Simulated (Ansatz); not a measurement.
Wanted: the native input for an Ansatz 0.2.0 run.

```yaml
Task: band structure
Functional: PBE
Potentials_or_basis: Ansatz PAW
Cutoff: "420 eV (not typed: the program's choice for these potentials)"
k_mesh: 7 × 7 × 6
Occupations: fermi-dirac, width 0.05 eV
Spin: no spin polarisation
Path: "[[\"G\", \"X\", \"M\", \"G\", \"Z\", \"R\", \"A\", \"Z\"], [\"X\", \"R\"], [\"M\", \"A\"]]"
Points_for_each_segment_of_the_path: 14
```

Crystal: SnO.

```
Sn O
1.0
     3.81370    0.00000    0.00000
     0.00000    3.81370    0.00000
     0.00000    0.00000    4.88691
Sn O
2 2
Direct
  0.50000 0.00000 0.76463
  0.00000 0.50000 0.23537
  0.00000 0.00000 0.00000
  0.50000 0.50000 0.00000
```

The cell is a database's computed one.

These files were run (other wordings do the same):

input.yaml

```yaml
crystal:
  lattice:
    - [3.81369522, 0.0, 0.0]
    - [0.0, 3.81369522, 0.0]
    - [0.0, 0.0, 4.8869133]
  atoms:
    - { symbol: Sn, position: [0.5, 0.0, 0.76462614] }
    - { symbol: Sn, position: [0.0, 0.5, 0.23537386] }
    - { symbol: O, position: [0.0, 0.0, 0.0] }
    - { symbol: O, position: [0.5, 0.5, 0.0] }
hamiltonian:
  xc: pbe
  pseudopotentials: { kind: paw }
kpoints:
  mp_grid: { grid: [7, 7, 6] }
  band_path:
    path:
      - [[0.0, 0.0, 0.0], [0.0, 0.5, 0.0], [0.5, 0.5, 0.0], [0.0, 0.0, 0.0], [0.0, 0.0, 0.5], [0.0, 0.5, 0.5], [0.5, 0.5, 0.5], [0.0, 0.0, 0.5]]
      - [[0.0, 0.5, 0.0], [0.0, 0.5, 0.5]]
      - [[0.5, 0.5, 0.0], [0.5, 0.5, 0.5]]
    npoints: 14
scf:
  occupations: { method: fermi_dirac, width: 0.05 }
  n_extra_bands: 10
output:
  forces: true
  stress: true
  eigenvalues: true
  fatbands: true
  write_density: true
  write_potential: true
  elf: true
  volumetric_format: npy
```

Potentials or basis: Ansatz PAW.

Run with:

```console
$ ansatz run input.yaml --threads 2 --pin off --max-ram 5632MiB --backend cpu --events-out ev --progress --plain --runs-dir out
```

Results of the run:

The pressure is 3.6 GPa and the largest force is 0.371 eV/Å. The band gap on the k mesh is 0.37 eV, indirect (least direct gap 2.07 eV) and the band gap along the path is 0.14 eV, indirect (least direct gap 2.04 eV).

Caveat: the k mesh misses the band edges, so the gap on the mesh is wider than the one along the path; the pressure holds a Pulay correction of +0.5 GPa for the finite cutoff; spin-orbit coupling is left out, which moves the levels of the heavy elements.

Run time: 6.4 s on 2 threads of Arm Neoverse V2, on a shared host, peak memory 0.41 GiB.
